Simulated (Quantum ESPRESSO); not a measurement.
Sr under changes of volume

One of the cells (56.319 Å³/atom); the others are scaled copies at fixed shape and fractional positions:

```
Sr
1.0
     0.00000    3.04235    3.04235
     3.04235    0.00000    3.04235
     3.04235    3.04235    0.00000
Sr
1
Direct
  0.00000 0.00000 0.00000
```

```yaml
Program: Quantum ESPRESSO 7.5
Functional: r2SCAN
Potentials_or_basis: SG15 PBE 1.2
Cutoff: 925 eV
Density_cutoff: 3701 eV
k_mesh: 6 × 6 × 6
Occupations: fermi-dirac, width 0.05 eV
Spin: no spin polarisation
```

```csv
volume (Å³/atom),energy over the lowest point (meV/atom),pressure (GPa)
52.940,?,?
54.067,3.33,0.5
55.193,0.72,0.3
56.319,0.00,0.0
57.446,1.01,-0.2
58.572,3.60,-0.4
59.698,7.61,-0.6
```

Problem. What does the run at 52.940 Å³/atom give?

Solution. Energy over the lowest point 7.96 meV/atom; pressure 0.8 GPa.

Worked out: A Birch-Murnaghan fit of order 3 (a polynomial in V^(-2/3)) to the other rows has its minimum at 56.21 Å³/atom with B0 = V·E''(V) = 12.4 GPa and B' = 3.7. It gives 8.03 meV/atom at 52.940 Å³/atom, against the run's 7.96, and -dE/dV = 0.8 GPa, against 0.8.

Energies are extrapolated to zero smearing.

Caveats: the potentials were made for another functional, which shifts forces and pressure.
